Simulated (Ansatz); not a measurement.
BH3 on the (100) surface of Al, space group Fm-3m (No. 225) (top face towards +c; held atoms: 1, 2, 3, 4, 5, 6, 7, 8), one molecule per 31.7 Å². Starting structure (random tilt, lowest atom H over a top Al site; the molecule's atoms stand last):

```
Al B H
1.0
     5.63242    0.00000    0.00000
     0.00000    5.63242    0.00000
     0.00000    0.00000   25.37749
Al B H
16 1 3
Direct
  0.25000 0.25000 0.31524
  0.25000 0.75000 0.31524
  0.75000 0.25000 0.31524
  0.75000 0.75000 0.31524
  0.50000 0.50000 0.39371
  0.50000 0.00000 0.39371
  0.00000 0.50000 0.39371
  0.00000 0.00000 0.39371
  0.75000 0.75000 0.46958
  0.75000 0.25000 0.46958
  0.25000 0.75000 0.46958
  0.25000 0.25000 0.46958
  0.00000 0.00000 0.55071
  0.00000 0.50000 0.55071
  0.50000 0.00000 0.55071
  0.50000 0.50000 0.55071
  0.92112 0.84896 0.67892
  0.05756 0.74607 0.70650
  0.75699 0.73871 0.66240
  0.00000 0.00000 0.65119
```

All numbers below come from DFT PBE+D3(BJ), scalar-relativistic, plane waves, PAW in Ansatz. Plane waves to 420 eV, a k mesh through Γ of 4×4×1 on the computed 20-atom cell and Gaussian smearing (0.10 eV); no spin polarisation. The cell repeats along c with a dipole correction in the vacuum.

E_ads is per molecule, from the clean relaxed slab and the free relaxed molecule; negative means bound; no zero-point or thermal terms, forces under 0.04 eV/Å, and the free molecule is spin-polarised where open-shell. Heights count from the highest slab atom.

**Question.** How strongly does it adsorb?

**Answer.** -1.49 eV.

**Question.** Does the molecule survive, and how close does it come to the surface?

**Answer.** It stays whole. Its lowest atom lies 1.52 Å over the highest slab atom; shortest contacts H–Al 2.07 Å, B–Al 2.23 Å, B–Al 2.35 Å.

**Question.** How do the dipole along +c and the top face's work function change?

**Answer.** The dipole changes by +0.016 e·Å a cell, the work function by +0.11 eV.

Each end is the local minimum that its start leads to.